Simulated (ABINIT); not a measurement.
Runs of ABINIT 10.8.3 (patched build) on Os. The structure is hexagonal, space group P6_3/mmc (No. 194). The conventional cell has a = 2.734 Å, b = 2.734 Å, c = 4.320 Å, α = 90.00°, β = 90.00°, γ = 120.00°. Around Os (site symmetry -6m2) lie 12 Os at 2.68 to 2.73 Å. 

```tsv
task	level	potentials or basis	spin	k mesh	cutoff (eV)	fine-grid cutoff	mesh quality	gap on the mesh (eV)	pressure (GPa)
single point	PBEsol	JTH PAW PBE v2.0	off	9 × 9 × 5	408	816.342 eV	not flagged	none	-2.6
band structure	HCTH407	JTH PAW PBE v2.0	SOC, no magnetisation	11 × 11 × 6	408	816.342 eV	not flagged	none	-8.8
band structure	LDA-Teter	JTH PAW LDA v2.0	SOC, no magnetisation	11 × 11 × 6	408	816.342 eV	not flagged	none	-8.6
single point	r2SCAN	JTH PAW PBE v2.0	off	4 × 4 × 2	490	979.61 eV	coarse	none	(a)
```

Alike in all rows: cell as given; smearing fermi-dirac 0.05 eV.

Fill in the values left out.

(a) -1.0.

Caveats: some runs use coarse meshes; the PAW data sets were made with another functional, which shifts forces and pressure a little (some runs).

A k mesh can miss the band edges, and rows without SOC leave out spin-orbit coupling on Os.

A gap of «none» marks a metal or a gap under the smearing width.

Runs at the PBE level aren't shown here.
